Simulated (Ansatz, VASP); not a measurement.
## GaN in VASP and in Ansatz

INCAR

```
PREC = Accurate
ENCUT = 520
EDIFF = 1E-6
ISMEAR = 0
SIGMA = 0.05
LREAL = F
LASPH = T
NELM = 100
ALGO = Normal
ISIF = 2
LWAVE = F
LCHARG = T
GGA = PE
LELF = T
LVHAR = T
NBANDS = 16
```

Contents of KPOINTS:

```
regular mesh
0
Gamma
  14 14 14
```

File POSCAR:

```
GaN
1.0
    0.0000000000      2.0711779500      2.1352350000
    2.0711779500      0.0000000000      2.1352350000
    2.0711779500      2.0711779500      0.0000000000
Ga N
1 1
Direct
    0.0000000000      0.0000000000      0.0000000000
    0.5000000000      0.5000000000      0.5000000000
```

Input for Ansatz:

```yaml
crystal:
  lattice:
    - [0.0, 2.07117795, 2.135235]
    - [2.07117795, 0.0, 2.135235]
    - [2.07117795, 2.07117795, 0.0]
  atoms:
    - { symbol: Ga, position: [0.0, 0.0, 0.0] }
    - { symbol: "N", position: [0.5, 0.5, 0.5] }
basis:
  ecutwfc: 420
kpoints:
  mp_grid: { grid: [14, 14, 14] }
hamiltonian:
  xc: pbe
scf:
  occupations: { method: gaussian, width: 0.05 }
output:
  forces: true
  stress: true
  eigenvalues: true
```

Change from the starting cell: strain -0.030 along x and y, +0.000 along z, atoms carried along.

Alike in both runs: task single point; functional PBE; k mesh 14 × 14 × 14; occupations gaussian, width 0.05 eV; no spin polarisation.

|  | VASP | Ansatz |
| --- | --- | --- |
| version | VASP 6.6.1 | Ansatz 0.2.0 |
| potentials or method | VASP PAW PBE potentials, release 64 (Ga_d, N) | scalar-relativistic, plane waves, PAW |
| plane-wave cutoff (eV) | 520 | 420 |
| valence electrons in the cell | 18 | 18 |

VASP gave:

| Quantity | Value |
| --- | --- |
| gap on the k mesh at the Fermi level (eV) | 0.64 |
| least direct gap on the mesh (eV) | 2.96 |
| pressure (GPa) | 15.5 |
| largest component of the traceless stress (GPa) | 4.76 |

Problem. What did Ansatz give for the same quantities?

Solution. gap on the k mesh at the Fermi level (eV): 0.66; least direct gap on the mesh (eV): 2.96; pressure (GPa): 14.6; largest component of the traceless stress (GPa): 4.73.

Caveats: so large a pressure means that the cell lies far from this level's equilibrium, or that cutoff or potentials fall short (VASP). A k mesh can miss the band edges.
